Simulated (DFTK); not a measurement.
HfC:

```xyz
2
Lattice="0.0000 2.3250 2.3250 2.3250 0.0000 2.3250 2.3250 2.3250 0.0000" Properties=species:S:1:pos:R:3 pbc="T T T"
Hf    2.3250    2.3250    2.3250
C     0.0000    0.0000    0.0000
```

Base run:

```yaml
Program: DFTK 0.8.2
Functional: r2SCAN
Potentials_or_basis: SG15 1.2 (PBE)
Cutoff: 1225 eV
k_mesh: 8 × 8 × 8
Occupations: fermi-dirac, width 0.05 eV
Spin: no spin polarisation
```

Its results: band gap on the k mesh none (metal or under the smearing width); pressure -10.1 GPa.

**Question.** The run is repeated on the same cell with these changes: functional from r2SCAN to LDA. What comes out?

**Answer.** Band gap on the k mesh none (metal or under the smearing width); pressure -15.0 GPa.

Caveats: the potentials were made for another functional, which shifts forces and pressure.

Not every run made on this cell is shown here.
